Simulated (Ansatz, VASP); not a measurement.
Given: the input of a run of Ansatz 0.2.0 on Os (Osmium). 

File input.yaml:

```yaml
crystal:
  lattice:
    - [2.7341, 0.0, 0.0]
    - [-1.36705, 2.3678000565, 0.0]
    - [0.0, 0.0, 4.3197]
  atoms:
    - { symbol: Os, position: [0.6666666667, 0.3333333333, 0.75] }
    - { symbol: Os, position: [0.3333333333, 0.6666666667, 0.25] }
hamiltonian:
  xc: pbe
  pseudopotentials: { kind: paw }
kpoints:
  mp_grid: { grid: [11, 11, 6] }
scf:
  occupations: { method: gaussian, width: 0.022 }
output:
  forces: true
  stress: true
  eigenvalues: true
```

Potentials or basis: Ansatz PAW.

Launch:

```sh
$ ansatz run input.yaml --threads 2 --pin off --max-ram 5632MiB --backend cpu --events-out ev --progress --plain --runs-dir out
```

Problem. What does the same run look like in VASP 6.6.1? Potentials or basis there: PBE PAW files Os, 520 eV.

Solution. As run (cutoffs and basis follow the program's own potentials, and thresholds, step limits or extra output files can differ):

The input INCAR:

```
SYSTEM = Os
PREC     = Accurate       ! precision mode
ENCUT    = 520            ! plane-wave cutoff, eV
EDIFF    = 1E-6           ! SCF threshold, eV
ISMEAR   = 0              ! smearing method
SIGMA    = 0.022          ! smearing width, eV
LREAL    = .FALSE.        ! projectors in reciprocal space
LASPH    = .TRUE.         ! aspherical terms in the spheres
NELM     = 80             ! most SCF steps
ALGO     = Normal         ! electronic algorithm
ISIF     = 2              ! what is computed and relaxed
LWAVE    = .FALSE.        ! write WAVECAR
LCHARG   = .FALSE.        ! write CHGCAR
GGA      = PE             ! functional
NBANDS   = 15             ! bands
```

Contents of KPOINTS:

```
regular mesh
0
G
  11 11 6
  0 0 0
```

File POSCAR:

```
Os
1.0
    2.7341000000      0.0000000000      0.0000000000
   -1.3670500000      2.3678000565      0.0000000000
    0.0000000000      0.0000000000      4.3197000000
Os
2
Direct
    0.6666666667      0.3333333333      0.7500000000
    0.3333333333      0.6666666667      0.2500000000
```

Potentials or basis: VASP PAW PBE potentials, release 64 (Os).

Launch:

```bash
$ cat potpaw_PBE.64/Os/POTCAR > POTCAR
$ mpirun -np 1 vasp_std > vasp.out
```

Both were run:

|  | Ansatz | VASP |
| --- | --- | --- |
| Pressure | 8.8 GPa | 8.8 GPa |

Ansatz's pressure holds a Pulay term of +0.09 GPa for its cutoff of 420 eV, which the other run lacks.

The potentials hold 32 and 16 valence electrons a cell.

Where Ansatz's input types no cutoff or centring, it takes its own default and a Γ-centred mesh.

Pressure is positive in compression.
